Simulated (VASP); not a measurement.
The system is AgBr.

```xyz
2
Lattice="0.0000 2.8702 2.8702 2.8702 0.0000 2.8702 2.8702 2.8702 0.0000" Properties=species:S:1:pos:R:3 pbc="T T T"
Ag    0.0000    0.0000    0.0000
Br    2.8702    2.8702    2.8702
```

* Program: VASP 6.6.1
* Task: relaxation of cell and atoms
* Functional: PBE
* Potentials or basis: VASP PAW PBE potentials, release 64 (Ag, Br)
* Cutoff: 600 eV
* k mesh: 8 × 8 × 8
* Occupations: gaussian, width 0.02 eV
* Spin: no spin polarisation

At the start: pressure 2.3 GPa; volume 23.64 Å³/atom.

Problem. How do energy, volume and symmetry change on relaxing?

Solution. Over 3 steps the energy falls by 8.2 meV/atom and the volume is 24.84 Å³/atom (+5.1 %); space group Fm-3m (No. 225, to 0.05 Å).

Step by step:
```csv
step,energy change (eV),largest force (eV/Å),pressure (GPa),volume (Å³)
1,0.0000,0.0000,2.27,47.29
2,-0.0164,0.0000,0.06,49.62
3,-0.0164,0.0000,0.00,49.69
```

Final structure:
```yaml
crystal:
  lattice:
    - [0.00000, 2.91794, 2.91794]
    - [2.91794, 0.00000, 2.91794]
    - [2.91794, 2.91794, 0.00000]
  atoms:
    - { symbol: Ag, position: [0.00000, 0.00000, 0.00000] }
    - { symbol: Br, position: [0.50000, 0.50000, 0.50000] }
```
